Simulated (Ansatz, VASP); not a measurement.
# Two plane-wave programs on Sb

```
Sb
1.0
     0.00000    2.37124    2.25268
     2.37124    0.00000    2.25268
     2.37124    2.37124    0.00000
Sb
1
Direct
  0.00000 0.00000 0.00000
```

Change from the starting cell: strain +0.000 along x and y, -0.050 along z, atoms carried along.

Alike in both runs: task single point; functional PBE; dispersion D3(BJ); k mesh 18 × 18 × 18; occupations gaussian, width 0.15 eV; no spin polarisation.

|  | VASP | Ansatz |
| --- | --- | --- |
| version | VASP 6.6.1 | Ansatz 0.2.0 |
| potentials or method | VASP PAW PBE potentials, release 64 (Sb) | scalar-relativistic, plane waves, PAW |
| plane-wave cutoff (eV) | 520 | 420 |
| valence electrons in the cell | 5 | 15 |

|  | VASP | Ansatz | Ansatz less VASP |
| --- | --- | --- | --- |
| gap on the k mesh at the Fermi level (eV) | none | none | - |
| pressure (GPa) | 2.1 | 2.2 | +0.14 |
| largest component of the traceless stress (GPa) | 0.88 | 0.88 | +0.004 |

A gap of «none» marks a metal or a gap that the smearing closes. The two sets of potentials don't hold the same shells in valence.

Caveats: pairwise dispersion overbinds metals, which lowers pressure and volume. The runs have no spin-orbit coupling, so splittings on Sb are missing.
